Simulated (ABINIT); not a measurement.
# Quasiparticle gap of AlN (P6_3mc) in ABINIT, part 2 of 3

How does a plane-wave GW calculation on AlN (P6_3mc) run from the first input to the gap?

ABINIT 10.8.3; PBE and many-body steps on it, plane waves. Known limits of the many-body steps: not at the basis limit; coarse k mesh.

So far. Step 2 (Ground state): The gap is direct, at Γ.

The database entry behind the starting cell differs from later determinations by our own check (inner coordinate u about 0.002 short), so it need not match the best structure at ambient conditions.

### Step 3. Bands along the symmetry lines

Level of this step: DFT, PBE, plane waves, norm-conserving pseudopotentials (ABINIT).

Levels along a band path, at the cheap level, show where the edges lie and whether the meshes to come will hold them.

File run.abi:

```
acell 3*1.0 Angstrom
rprim 
  3.113000000011 -0.000000000003 0.000000000000
  -1.556500000003 2.695937081992 0.000000000000
  0.000000000000 0.000000000000 4.981000000000
ntypat 2
znucl 13 7
natom 4
typat 1 1 2 2
xred 
  0.333333333333 0.666666666667 0.000000000000
  0.666666666667 0.333333333333 0.500000000000
  0.333333333333 0.666666666667 0.380000000000
  0.666666666667 0.333333333333 0.880000000000
pp_dirpath "pseudos"
pseudos "Al.upf, N.upf"
ecut 36
iscf -2
irdden 1
kptopt 0
nkpt 75
kpt 
  0.00000000 0.00000000 0.00000000
  0.06250000 0.00000000 0.00000000
  0.12500000 0.00000000 0.00000000
  0.18750000 0.00000000 0.00000000
  0.25000000 0.00000000 0.00000000
  0.31250000 0.00000000 0.00000000
  0.37500000 0.00000000 0.00000000
  0.43750000 0.00000000 0.00000000
  0.50000000 0.00000000 0.00000000
  0.47916667 0.04166667 0.00000000
  0.45833333 0.08333333 0.00000000
  0.43750000 0.12500000 0.00000000
  0.41666666 0.16666666 0.00000000
  0.39583333 0.20833333 0.00000000
  0.37500000 0.25000000 0.00000000
  0.35416666 0.29166666 0.00000000
  0.33333333 0.33333333 0.00000000
  0.29166666 0.29166666 0.00000000
  0.25000000 0.25000000 0.00000000
  0.20833333 0.20833333 0.00000000
  0.16666666 0.16666666 0.00000000
  0.12500000 0.12500000 0.00000000
  0.08333333 0.08333333 0.00000000
  0.04166667 0.04166667 0.00000000
  0.00000000 0.00000000 0.00000000
  0.00000000 0.00000000 0.06250000
  0.00000000 0.00000000 0.12500000
  0.00000000 0.00000000 0.18750000
  0.00000000 0.00000000 0.25000000
  0.00000000 0.00000000 0.31250000
  0.00000000 0.00000000 0.37500000
  0.00000000 0.00000000 0.43750000
  0.00000000 0.00000000 0.50000000
  0.06250000 0.00000000 0.50000000
  0.12500000 0.00000000 0.50000000
  0.18750000 0.00000000 0.50000000
  0.25000000 0.00000000 0.50000000
  0.31250000 0.00000000 0.50000000
  0.37500000 0.00000000 0.50000000
  0.43750000 0.00000000 0.50000000
  0.50000000 0.00000000 0.50000000
  0.47916667 0.04166667 0.50000000
  0.45833333 0.08333333 0.50000000
  0.43750000 0.12500000 0.50000000
  0.41666666 0.16666666 0.50000000
  0.39583333 0.20833333 0.50000000
  0.37500000 0.25000000 0.50000000
  0.35416666 0.29166666 0.50000000
  0.33333333 0.33333333 0.50000000
  0.29166666 0.29166666 0.50000000
  0.25000000 0.25000000 0.50000000
  0.20833333 0.20833333 0.50000000
  0.16666666 0.16666666 0.50000000
  0.12500000 0.12500000 0.50000000
  0.08333333 0.08333333 0.50000000
  0.04166667 0.04166667 0.50000000
  0.00000000 0.00000000 0.50000000
  0.50000000 0.00000000 0.50000000
  0.50000000 0.00000000 0.43750000
  0.50000000 0.00000000 0.37500000
  0.50000000 0.00000000 0.31250000
  0.50000000 0.00000000 0.25000000
  0.50000000 0.00000000 0.18750000
  0.50000000 0.00000000 0.12500000
  0.50000000 0.00000000 0.06250000
  0.50000000 0.00000000 0.00000000
  0.33333333 0.33333333 0.50000000
  0.33333333 0.33333333 0.43750000
  0.33333333 0.33333333 0.37500000
  0.33333333 0.33333333 0.31250000
  0.33333333 0.33333333 0.25000000
  0.33333333 0.33333333 0.18750000
  0.33333333 0.33333333 0.12500000
  0.33333333 0.33333333 0.06250000
  0.33333333 0.33333333 0.00000000
istwfk *1
nband 15
nbdbuf 2
tolwfr 1e-08
nstep 40
prtwf 0
prtvol 0
indata_prefix "in"
outdata_prefix "out"
tmpdata_prefix "tmp"
```

Run with:

```
$ OMP_NUM_THREADS=1 mpirun -n 8 abinit run.abi > log
```

Numbers of over 12 decimals in the logs are rounded to 6 here.

What it wrote:

```text
.Version 10.8.3 of ABINIT. v10.8.2 released Aug 2026.

 Symmetries : space group P6_3 m c (#186); Bravais hP (primitive hexag.)
[... echo of the input left out ...]
== DATASET  1 ==================================================================
-   mpi_nproc: 8, omp_nthreads: 1 (-1 if OMP is not activated)

--- !DatasetInfo
iteration_state: {dtset: 1, }
dimensions: {natom: 4, nkpt: 75, mband: 15, nsppol: 1, nspinor: 1, nspden: 1, mpw: 2937, }
cutoff_energies: {ecut:  36.0, pawecutdg:  -1.0, }
electrons: {nelect:   1.60000000E+01, charge:   0.00000000E+00, occopt:   1.00000000E+00, tsmear:   1.00000000E-02, }

 Real(R)+Recip(G) space primitive vectors, cartesian coordinates (Bohr,Bohr^-1):
 R(1)=  5.8827174  0.0000000  0.0000000  G(1)=  0.1699895  0.0981435  0.0000000
 R(2)= -2.9413587  5.0945827  0.0000000  G(2)=  0.0000000  0.1962869  0.0000000
 R(3)=  0.0000000  0.0000000  9.4127258  G(3)=  0.0000000  0.0000000  0.1062392
 Unit cell volume ucvol=  2.8209931E+02 bohr^3
 Angles (23,13,12)=  9.00000000E+01  9.00000000E+01  1.20000000E+02 degrees

 getcut: wavevector=  0.0000  0.0000  0.0000  ngfft=  32  32  54
         ecut(hartree)=     36.000   => boxcut(ratio)=   2.01398

--- Pseudopotential description ------------------------------------------------
- Al Generated using ONCVPSP code by D. R. Hamann
- 13.00000   3.00000  171031                  znucl, zion, pspdat
12 -101130 2 -1 1876                          pspcod,pspxc,lmax,lloc,mmax
     nproj     2     2     2
  pspatm : epsatm=    4.08140545
         --- l  ekb(1:nproj) -->
             0    5.126667    0.728291
             1    7.287548    0.832437
             2   -2.770497   -0.637722
 pspatm: atomic psp has been read  and splines computed

- N Generated using ONCVPSP code by D. R. Hamann
-  7.00000   5.00000  171031                  znucl, zion, pspdat
12 -101130 1 -1 1058                          pspcod,pspxc,lmax,lloc,mmax
     nproj     2     2     0
  pspatm : epsatm=    5.20977870
         --- l  ekb(1:nproj) -->
[...]
pspatm: atomic psp has been read  and splines computed

--------------------------------------------------------------------------------

================================================================================
 prteigrs : about to open file out_EIG
 Non-SCF case, kpt    1 (  0.00000  0.00000  0.00000), residuals and eigenvalues=
  1.35E-09  4.38E-09  3.93E-09  2.05E-09  5.49E-09  1.86E-09  4.78E-09  7.86E-09
  2.98E-09  4.96E-09  7.19E-09  9.62E-09  7.48E-09  1.71E-07  1.65E-08
 -3.6127E-01 -2.8223E-01 -2.4254E-02  1.6476E-01  1.6476E-01  1.8869E-01
  1.8869E-01  1.9530E-01  3.5040E-01  4.4063E-01  5.8456E-01  6.0656E-01
[...]
Non-SCF case, kpt    2 (  0.06250  0.00000  0.00000), residuals and eigenvalues=
  8.26E-09  8.40E-09  3.03E-09  4.39E-09  2.18E-09  4.03E-09  2.76E-09  8.04E-09
[...]
Non-SCF case, kpt   74 (  0.33333  0.33333  0.06250), residuals and eigenvalues=
[...]
Non-SCF case, kpt   75 (  0.33333  0.33333  0.00000), residuals and eigenvalues=
[...]
-2.6958E-01 -2.6958E-01  1.9329E-02  5.7384E-02  5.7384E-02  1.0651E-01
  1.0816E-01  1.0816E-01  3.8180E-01  5.0314E-01  5.5167E-01  5.5167E-01
[...]
--- !ResultsGS
iteration_state: {dtset: 1, }
comment   : Summary of ground state results
lattice_vectors:
- [  5.8827174,  -0.0000000,   0.0000000, ]
- [ -2.9413587,   5.0945827,   0.0000000, ]
- [  0.0000000,   0.0000000,   9.4127258, ]
lattice_lengths: [   5.88272,    5.88272,    9.41273, ]
lattice_angles: [ 90.000,  90.000, 120.000, ] # degrees, (23, 13, 12)
lattice_volume:   2.8209931E+02
convergence: {deltae:  0.000E+00, res2:  0.000E+00, residm:  9.988E-09, diffor:  0.000E+00, }
etotal    :  -2.55880884E+01
entropy   :   0.00000000E+00
fermie    :   1.95302428E-01
cartesian_stress_tensor: null
pressure_GPa: null
xred      :
- [  3.3333E-01,   6.6667E-01,   1.1102E-16, Al]
- [  6.6667E-01,   3.3333E-01,   5.0000E-01, Al]
- [  3.3333E-01,   6.6667E-01,   3.8000E-01,  N]
- [  6.6667E-01,   3.3333E-01,   8.8000E-01,  N]
cartesian_forces: null
force_length_stats: {min: null, max: null, mean: null, }

 Integrated electronic density in atomic spheres:
 ------------------------------------------------
 Atom  Sphere_radius  Integrated_density
[...]
================================================================================

 ----iterations are completed or convergence reached----

 Mean square residual over all n,k,spin=   48.190E-10; max=  99.876E-10
 reduced coordinates (array xred) for    4 atoms
[...]
0.333333333333      0.666666666667      0.380000000000
       0.666666666667      0.333333333333      0.880000000000

 cartesian coordinates (angstrom) at end:
    1      1.67e-12     1.797291     0.000000
    2      1.556500     0.898646     2.490500
    3      1.67e-12     1.797291     1.892780
    4      1.556500     0.898646     4.383280
 length scales=  1.889726125908  1.889726125908  1.889726125908 bohr
              =  1.000000000000  1.000000000000  1.000000000000 angstroms
 prteigrs : about to open file out_EIG
 Eigenvalues (hartree) for nkpt=  75  k points:
 kpt#   1, nband= 15, wtk=  1.00000, kpt=  0.0000  0.0000  0.0000 (reduced coord)
[...]
kpt#   2, nband= 15, wtk=  1.00000, kpt=  0.0625  0.0000  0.0000 (reduced coord)
[...]
kpt#   3, nband= 15, wtk=  1.00000, kpt=  0.1250  0.0000  0.0000 (reduced coord)
[...]
kpt#  74, nband= 15, wtk=  1.00000, kpt=  0.3333  0.3333  0.0625 (reduced coord)
  -0.26951   -0.26951    0.01992    0.05462    0.05462    0.10520    0.11158    0.11158
   0.38397    0.50288    0.54836    0.54836    0.62090    0.62090    0.67785
 kpt#  75, nband= 15, wtk=  1.00000, kpt=  0.3333  0.3333  0.0000 (reduced coord)
  -0.26958   -0.26958    0.01933    0.05738    0.05738    0.10651    0.10816    0.10816
   0.38180    0.50314    0.55167    0.55167    0.61993    0.61993    0.67792

== END DATASET(S) ==============================================================
================================================================================

 -outvars: echo values of variables after computation  --------
            nband          15
             nkpt          75
          spgroup         186
 [... the other variables as echoed above ...]

 Calculation completed.
```

The job ended after 4.8 s (8 MPI ranks of AMD EPYC 9R45, shared host; peak memory 0.58 GiB).

Numbers from this step:

```yaml
gap: 4.220 eV
k_of_the_valence_top: 0, 0, 0
k_of_the_conduction_bottom: 0, 0, 0
least_direct_gap: 4.220 eV
```

The gap is 4.220 eV, as in the run before at this level.

Electronic bands along the path, in eV, zero at the top of the highest filled band; v1 is the highest filled band, c1 the lowest empty one:

| point | v4 | v3 | v2 | v1 | c1 | c2 | c3 | c4 |
| --- | --- | --- | --- | --- | --- | --- | --- | --- |
| Γ | -0.83 | -0.18 | -0.18 | 0.00 | 4.22 | 6.68 | 10.59 | 11.19 |
| halfway | -2.43 | -1.54 | -0.44 | -0.38 | 6.21 | 7.63 | 8.10 | 10.04 |
| M | -3.33 | -2.06 | -1.77 | -0.66 | 5.83 | 5.84 | 8.21 | 10.30 |
| halfway | -3.07 | -2.97 | -1.86 | -1.49 | 5.54 | 7.17 | 8.88 | 10.08 |
| K | -3.75 | -2.42 | -2.37 | -2.37 | 5.07 | 8.38 | 9.70 | 9.70 |
| halfway | -3.35 | -1.67 | -0.86 | -0.59 | 6.85 | 7.48 | 8.57 | 9.14 |
| Γ | -0.83 | -0.18 | -0.18 | 0.00 | 4.22 | 6.68 | 10.59 | 11.19 |
| halfway | -0.74 | -0.74 | -0.28 | -0.28 | 5.17 | 6.79 | 10.27 | 11.16 |
| A | -0.51 | -0.51 | -0.51 | -0.51 | 6.47 | 6.47 | 10.35 | 10.35 |
| halfway | -1.58 | -1.58 | -1.01 | -1.01 | 6.55 | 6.55 | 9.52 | 9.52 |
| L | -1.44 | -1.44 | -1.35 | -1.35 | 5.34 | 5.34 | 9.32 | 9.32 |
| halfway | -2.72 | -2.72 | -0.92 | -0.92 | 6.19 | 6.19 | 9.25 | 9.25 |
| H | -3.83 | -3.83 | -0.78 | -0.78 | 7.44 | 7.44 | 7.88 | 7.88 |
| halfway | -1.80 | -1.80 | -1.20 | -1.20 | 6.74 | 6.74 | 9.49 | 9.49 |
| A | -0.51 | -0.51 | -0.51 | -0.51 | 6.47 | 6.47 | 10.35 | 10.35 |
| jump to L | -1.44 | -1.44 | -1.35 | -1.35 | 5.34 | 5.34 | 9.32 | 9.32 |
| halfway | -2.55 | -1.89 | -1.19 | -0.91 | 5.09 | 5.93 | 9.37 | 9.47 |
| M | -3.33 | -2.06 | -1.77 | -0.66 | 5.83 | 5.84 | 8.21 | 10.30 |
| jump to H | -3.83 | -3.83 | -0.78 | -0.78 | 7.44 | 7.44 | 7.88 | 7.88 |
| halfway | -4.41 | -2.91 | -1.46 | -1.46 | 5.91 | 8.23 | 8.70 | 8.70 |
| K | -3.75 | -2.42 | -2.37 | -2.37 | 5.07 | 8.38 | 9.70 | 9.70 |

### Step 4. Empty states on the mesh, 3×3×4 mesh, 83 bands

The sums over transitions need many empty states on a uniform mesh; this step solves for them.

File run.abi:

```
acell 3*1.0 Angstrom
rprim 
  3.113000000011 -0.000000000003 0.000000000000
  -1.556500000003 2.695937081992 0.000000000000
  0.000000000000 0.000000000000 4.981000000000
ntypat 2
znucl 13 7
natom 4
typat 1 1 2 2
xred 
  0.333333333333 0.666666666667 0.000000000000
  0.666666666667 0.333333333333 0.500000000000
  0.333333333333 0.666666666667 0.380000000000
  0.666666666667 0.333333333333 0.880000000000
pp_dirpath "pseudos"
pseudos "Al.upf, N.upf"
ecut 36
ngkpt 3 3 4
nshiftk 1
shiftk 0 0 0
kptopt 1
chksymbreak 0
irdden 1
istwfk *1
nband 83
prtvol 0
optdriver 6
gwr_task "HDIAGO"
paral_kgb 0
occopt 1
indata_prefix "in"
outdata_prefix "out"
tmpdata_prefix "tmp"
```

What it wrote:

```text
[banner, memory and clock lines left out]
.Version 10.8.3 of ABINIT. v10.8.2 released Aug 2026.

 Symmetries : space group P6_3 m c (#186); Bravais hP (primitive hexag.)
[... echo of the input left out ...]
== DATASET  1 ==================================================================
-   mpi_nproc: 8, omp_nthreads: 1 (-1 if OMP is not activated)

--- !DatasetInfo
iteration_state: {dtset: 1, }
dimensions: {natom: 4, nkpt: 9, mband: 83, nsppol: 1, nspinor: 1, nspden: 1, mpw: 2934, }
cutoff_energies: {ecut:  36.0, pawecutdg:  -1.0, }
electrons: {nelect:   1.60000000E+01, charge:   0.00000000E+00, occopt:   1.00000000E+00, tsmear:   1.00000000E-02, }

.Using double precision arithmetic; gwpc =  8

- Reading GS density from: in_DEN

--- Pseudopotential description ------------------------------------------------
- Al Generated using ONCVPSP code by D. R. Hamann
- 13.00000   3.00000  171031                  znucl, zion, pspdat
12 -101130 2 -1 1876                          pspcod,pspxc,lmax,lloc,mmax
     nproj     2     2     2
  pspatm : epsatm=    4.08140545
         --- l  ekb(1:nproj) -->
             0    5.126667    0.728291
             1    7.287548    0.832437
             2   -2.770497   -0.637722
 pspatm: atomic psp has been read  and splines computed

- N Generated using ONCVPSP code by D. R. Hamann
-  7.00000   5.00000  171031                  znucl, zion, pspdat
12 -101130 1 -1 1058                          pspcod,pspxc,lmax,lloc,mmax
     nproj     2     2     0
  pspatm : epsatm=    5.20977870
         --- l  ekb(1:nproj) -->
             0    7.494509    0.636305
             1   -4.293905   -1.006988
 pspatm: atomic psp has been read  and splines computed

   2.97317893E+02                                ecore*ucvol(ha*bohr**3)

 Total charge density [el/Bohr^3]
)     Maximum=    5.3940E-01  at reduced coord.    0.7813    0.4063    0.8889
)     Minimum=    1.6705E-03  at reduced coord.    0.3125    0.6563    0.0000
   Integrated=    1.6000E+01

 === KS gaps after direct diagonalization ===
 Direct band gap semiconductor
 Fundamental gap:     4.220 (eV)
   VBM:     5.314 (eV) at k: [ 0.0000E+00,  0.0000E+00,  0.0000E+00]
   CBM:     9.535 (eV) at k: [ 0.0000E+00,  0.0000E+00,  0.0000E+00]
 Direct gap:         4.220 (eV) at k: [ 0.0000E+00,  0.0000E+00,  0.0000E+00]

== END DATASET(S) ==============================================================

 -outvars: echo values of variables after computation  --------
           etotal      0.0000000000E+00
            nband          83
             nkpt           9
          spgroup         186
 [... the other variables as echoed above ...]

 Calculation completed.
```

The job ended after 15 s (8 MPI ranks; peak memory 4.1 GiB).

This step gave:

- gap: 4.220 eV
- k of the valence top: 0, 0, 0
- k of the conduction bottom: 0, 0, 0
- least direct gap: 4.220 eV
- k points computed: 9
- lowest point of the top converged band, above the valence top: 68.3986 eV

On this mesh the gap is 4.220 eV.

### Step 5. Screening, 3×3×4 mesh, 75 bands, screening to 136.1 eV

The RPA dielectric matrix is built and inverted for each q.

This step: RPA screening on PBE, plane waves, norm-conserving pseudopotentials.

run.abi, as its differences from that of step 4:

```diff
@@ -22,10 +22,11 @@
 chksymbreak 0
-irdden 1
 istwfk *1
-nband 83
-prtvol 0
-optdriver 6
-gwr_task "HDIAGO"
-paral_kgb 0
 occopt 1
+irdwfk 1
+optdriver 3
+nband 75
+ecuteps 5
+inclvkb 2
+awtr 1
+symchi 1
 indata_prefix "in"
```

What it wrote:

```text
.Version 10.8.3 of ABINIT. v10.8.2 released Aug 2026.

 Symmetries : space group P6_3 m c (#186); Bravais hP (primitive hexag.)
[... echo of the input left out ...]
== DATASET  1 ==================================================================
-   mpi_nproc: 8, omp_nthreads: 1 (-1 if OMP is not activated)

--- !DatasetInfo
iteration_state: {dtset: 1, }
dimensions: {natom: 4, nkpt: 9, mband: 75, nsppol: 1, nspinor: 1, nspden: 1, mpw: 2934, }
cutoff_energies: {ecut:  36.0, pawecutdg:  -1.0, }
electrons: {nelect:   1.60000000E+01, charge:   0.00000000E+00, occopt:   1.00000000E+00, tsmear:   1.00000000E-02, }

 SCREENING: Calculation of the susceptibility and dielectric matrices

 Based on a program developped by R.W. Godby, V. Olevano, G. Onida, and L. Reining.
 Incorporated in ABINIT by V. Olevano, G.-M. Rignanese, and M. Torrent.
.Using double precision arithmetic ; gwpc =  8

[... cell and pseudopotentials left out ...]
--------------------------------------------------------------------------------

 ==== K-mesh for the wavefunctions ====
 Number of points in the irreducible wedge :     9
[... list of points left out ...]
 Together with 12 symmetry operations and time-reversal symmetry
 yields    36 points in the full Brillouin Zone.

 ==== Q-mesh for the screening function ====
 Number of points in the irreducible wedge :     9
[... list of points left out ...]
 Together with 12 symmetry operations and time-reversal symmetry
 yields    36 points in the full Brillouin Zone.

 setmesh: FFT mesh size selected  =    20x   20x   36
          total number of points  =        14400

 vcoul_init : cutoff-mode = AUXILIARY_FUNCTION
 q-points for optical limit:   1
     1)      0.000010    0.000020    0.000030

- screening: taking advantage of time-reversal symmetry
- Maximum band index for partially occupied states nbvw = 8
- Remaining bands to be divided among processors   nbcw = 67
- Number of bands treated by each node ~8

 Number of electrons calculated from density =   16.0000; Expected =   16.0000
 average of density, n =  0.056718
 r_s =    1.6146
 omega_plasma =   22.9728 [eV]

 calculating chi0 at frequencies [eV] :
  1    0.000000E+00    0.000000E+00
  2    0.000000E+00    2.297283E+01

--------------------------------------------------------------------------------
  q-point number  1        q = ( 0.000000, 0.000000, 0.000000) [r.l.u.]
--------------------------------------------------------------------------------
[... chi0 elements left out ...]
 For q-point:  0.000010 0.000020 0.000030
  dielectric constant =   4.8972
  dielectric constant without local fields =   5.3606

  Average fulfillment of the sum rule on Im[epsilon] for q-point    1 :     73.00  [%]
[... wings left out ...]
  q-point number  2        q = ( 0.333333, 0.000000, 0.000000) [r.l.u.]
--------------------------------------------------------------------------------
[... chi0 elements left out ...]
  Average fulfillment of the sum rule on Im[epsilon] for q-point    2 :     78.77  [%]

 [... 7 further q-points ...]
```

Run time: 3.2 s. Hardware: 8 MPI ranks; peak memory 0.96 GiB; 24 s of CPU time.

Numbers from this step:

| Item | Value |
| --- | --- |
| ε∞ with local fields, on this mesh, along the program's q direction | 4.897 |
| the same without local fields | 5.361 |
| plasma frequency | 22.97 eV |
| plane waves in the screening matrix | 135 |

Local fields lower ε∞ by 9 %. On a Γ-centred mesh this coarse the value itself is usually too large, while a short band sum pulls it down.

(Part 2 of 3 ends here.)

[Paths, hosts, dates, memory and timing lines, banners, echoed tables and standing remarks are left out of the program output.]

[Logs are printed without paths, hosts, clocks, repeated set-up lines and the standing remarks that a program may print on its own settings, such as how far it seeks lower states.]

[Runs of the session that timed out or met a known fault of the program may be left out.]

[Hosts, paths, dates, database ids (printed as entryN), source tags and the programs' standing remarks are cut or masked in the printed files.]

[G0W0 gaps are taken among the corrected bands and points alone; a level outside them can change the order at an edge.]

[Where Ansatz stands beside ABINIT at settings called matched, ABINIT's density can come from a denser mesh and the files from another edition; pairs whose starting gaps differed by over 0.03 eV were left out, so agreement reads better than it is.]
